**Problem.** Boron phosphide is a semiconductor whose highest filled level lies at the zone centre Γ, while its lowest empty level lies in a valley towards the zone edge X. The table gives its band gap from six density functionals, all for the same rigid crystal. The gap on mesh is the distance from the highest filled to the lowest empty level at any two points of the mesh. The direct gap on mesh is the smallest such distance at a single point. The levels printed for PBE, BLYP and C09-vdW place it at Γ, and the same is assumed for the other three.

Calculated values. GPAW 26.7.0, plane-wave PAW density-functional theory for zincblende boron phosphide at a fixed geometry (cubic edge 4.538 Å), without spin polarisation or spin–orbit coupling. All rows use a 10 × 10 × 10 k mesh, an 800 eV plane-wave cutoff and Fermi–Dirac occupations with a width of 0.05 eV.

```
functional                                           potentials  gap on mesh (eV)  direct gap on mesh (eV)
       LDA                 GPAW-PAW-data-sets-(gpaw-data-1.2.1)             1.187                    3.379
       PBE                 GPAW-PAW-data-sets-(gpaw-data-1.2.1)             1.244                    3.405
    PBEsol  PAW-data-sets-made-by gpaw-setup-for-the-functional             1.135                    3.365
      BLYP  PAW-data-sets-made-by gpaw-setup-for-the-functional             1.513                    3.554
   C09-vdW                 GPAW-PAW-data-sets-(gpaw-data-1.2.1)             1.211                    3.403
     rSCAN                 GPAW-PAW-data-sets-(gpaw-data-1.2.1)             1.434                    3.580
```

**(a) LDA takes the energy at each point from the local density alone. PBE, PBEsol and BLYP add terms that depend on the density's gradient. How does such a term shift the gap, and does the strength of the exchange gradient term explain the order of these four rows?**

*Solution.* Start from a uniform density $n$. There the gradient is zero and no gradient term acts. For a density that varies slowly, the leading gradient correction to the energy and the potential that follows from it are

$$\delta E=-C\int\frac{|\nabla n|^2}{n^{4/3}}\,d^3r,\qquad \delta v=C\left[\frac{2\nabla^2 n}{n^{4/3}}-\frac{4|\nabla n|^2}{3\,n^{7/3}}\right].$$

Two places in the crystal suggest the sign of the effect. In the middle of a void the density has a minimum, so $\nabla^2 n$ is positive and a positive $C$ raises the potential. In a covalent bond charge piles up, $\nabla^2 n$ is negative, and the potential drops. Filled bonding states are therefore expected to sink relative to empty states that reach into the voids, and the gap opens. Only this relative shift counts, because the levels of different functionals have no common physical zero.

Exchange makes $C$ positive. Its strength is measured by a pure number $\mu$: local exchange is multiplied by $1+\mu s^2$, where $s=|\nabla n|/[2(3\pi^2)^{1/3}n^{4/3}]$ is the reduced gradient. This number is zero in LDA, about 0.12 in PBEsol, 0.22 in PBE and 0.27 in BLYP.

The table contradicts an order by exchange alone. PBEsol should then lie above LDA, yet it has the smallest gap of all. PBE should show about four fifths of BLYP's rise above LDA, since its coefficient is about four fifths as large. In fact it rises by 0.057 eV and BLYP by 0.326 eV.

The likely missing piece is correlation. Its gradient term weakens the binding, so it enters with the opposite sign, and in this picture the difference of the two terms moves the gap. In PBE they cancel by construction when gradients are small, which would keep PBE close to LDA. In PBEsol correlation slightly outweighs exchange. In BLYP the gradient term of the LYP correlation is weak, and most of the exchange term survives. The expected order is thus PBEsol, then LDA and PBE close together, then BLYP well above, as the table has it.

**(b) Use the BLYP row to set the scale and estimate how far PBEsol should lie from LDA. How much trust does the result deserve?**

*Solution.* Let the shift of the indirect gap from LDA be proportional to the net gradient coefficient, exchange less correlation. For BLYP, at the mean valence density of the crystal, this is

$$\mu_{\rm net}=0.274-0.036=0.238.$$

For PBEsol the exchange coefficient is $10/81=0.123$. The correlation part is $\pi^2\beta/3$ with $\beta=0.046$, or 0.151, which leaves a net coefficient of $-0.028$. The estimate is

$$\Delta E_{\rm gap}\approx 0.326\ \text{eV}\times\frac{-0.028}{0.238}\approx-0.04\ \text{eV}.$$

The table gives $-0.052$ eV. BLYP was used to set the scale and is no test, whereas PBEsol was not used. Exchange alone, scaled in the same way, would have put PBEsol about 0.15 eV above LDA.

The agreement is nevertheless a weak test. The same rule gives PBE no shift at all, and the rise of 0.057 eV that it misses is as large as the whole PBEsol effect. PBEsol and BLYP were also run with specially generated atomic data sets, and no pair of rows changes the data set alone. LYP differs from the correlation of LDA in its local part too, so the scale taken from BLYP may contain more than gradients.

The miss for PBE has a plausible origin in the opposite limit, that of strong gradients. There the gradient correction of correlation levels off early, while that of exchange grows further before it too reaches a ceiling. At a reduced gradient of 1 and the mean valence density the net gain is about 6 % of local exchange in PBE and about 2 % in PBEsol. Regions of this kind can lift PBE above LDA, but they also work against the lowering found for PBEsol.

The pressures of the same runs carry the same warning. In this fixed cell PBEsol gives a pressure 3.3 GPa higher than LDA, so it favours a larger crystal, whereas a negative net coefficient would suggest a smaller one. PBE, whose net coefficient is zero, lies 6.4 GPa above LDA, more than half of the rise found for BLYP. Regions of strong gradient probably matter for the pressure, and they may matter for the gap as well. The small-gradient coefficient offers a reason for the gulf between PBE and BLYP, though the size of that gulf was fitted and not predicted. The small step from LDA down to PBEsol remains less certain.

**(c) rSCAN has the largest direct gap but not the largest indirect one. What differs between rSCAN and BLYP, and where does C09-vdW belong?**

*Solution.* Split each shift of the indirect gap into two parts. One is the shift of the direct gap at Γ. The other is the rise of the conduction valley relative to the lowest empty level at Γ. For BLYP, compared with LDA, the parts are 0.175 and 0.151 eV, so the valley contributes almost half.

The argument of part (a) makes this reasonable. In crystals of this structure the empty states near X are known to reach far into the voids, where a positive net gradient coefficient raises the potential. The lowest empty states at Γ are antibonding p states held closer to the atoms. The valley should therefore rise more than the level at Γ, but no orbital was plotted here to confirm it.

For rSCAN the parts are 0.201 and 0.046 eV. It opens the gap at Γ more than BLYP does but raises the valley relative to the empty level at Γ by less than a third as much, and so it falls behind in the indirect gap. Its energy depends on the kinetic-energy density of the orbitals as well as on the density and its gradient. The resulting potential is an operator that acts differently on orbitals of different shape, and functionals of this type commonly give wider gaps than PBE. Why the valley gains so little beyond the opening at Γ cannot be settled from these rows.

A series with growing shares of exact exchange would be simpler to read. Exact exchange lowers filled orbitals relative to empty ones, so both gaps would widen steadily with the share. The present series has no such single dial: BLYP and rSCAN both end up high, by different routes.

C09-vdW lies only 0.024 eV above LDA in both gaps. It combines a weak exchange gradient term with a correlation that links the densities at separate points, so one gradient coefficient does not describe it. Its small shift fits a weak net effect, but like rSCAN it was run with data sets not made for it, and so small a difference supports no firmer reading.

For practical use, the choice among these functionals moves the indirect gap by about 0.4 eV and the direct gap by about 0.2 eV. All six indirect gaps fall short of the measured one, as is usual for functionals of these kinds. BLYP comes nearest, probably because its gradient terms cancel so little, and this is no sign of a better description. The valley minimum may also lie between mesh points, so each indirect gap is an upper bound for its own functional. In a cell relaxed with each functional the values would shift again.

The output below lists the split for every row and the coefficients behind the estimate.

The analysis program printed:

```
Shifts from LDA and valley depth, eV:
      row  indirect_shift  direct_shift  valley_part  valley_below_Gamma_level
      LDA               0             0            0                     2.192
      PBE           0.057         0.026        0.031                     2.161
   PBEsol          -0.052        -0.014       -0.038                      2.23
     BLYP           0.326         0.175        0.151                     2.041
  C09-vdW           0.024         0.024            0                     2.192
    rSCAN           0.247         0.201        0.046                     2.146
Spread of the indirect gap, eV: 0.378
Spread of the direct gap, eV: 0.215
BLYP less PBE, indirect gap, eV: 0.269
rSCAN less PBE, indirect gap, eV: 0.19
rSCAN less PBE, direct gap, eV: 0.175
Exchange gradient coefficient of PBE, PBE correlation cancels it: 0.2204
Exchange gradient coefficient of PBEsol: 0.1235
Net gradient coefficient of PBEsol: -0.02788
Exchange gradient coefficient of BLYP: 0.2743
LYP gradient coefficient at mean valence density: 0.03607
LYP gradient coefficient at a quarter of that density: 0.03958
Net gradient coefficient of BLYP: 0.2382
PBEsol shift from LDA estimated from net coefficient scaled on BLYP, eV: -0.03815
PBEsol shift from LDA estimated from exchange alone scaled on BLYP, eV: 0.1467
PBE shift from LDA estimated from exchange alone scaled on BLYP, eV: 0.262
PBE net gradient gain at reduced gradient 1, percent of local exchange: 6.246
PBEsol net gradient gain at reduced gradient 1, percent of local exchange: 1.661
PBEsol pressure less LDA pressure in the same cell, GPa: 3.28
BLYP less PBE, valence top above valence bottom at Gamma, eV: -0.1607
BLYP less PBE, conduction minimum above valence bottom at Gamma, eV: 0.1086
```
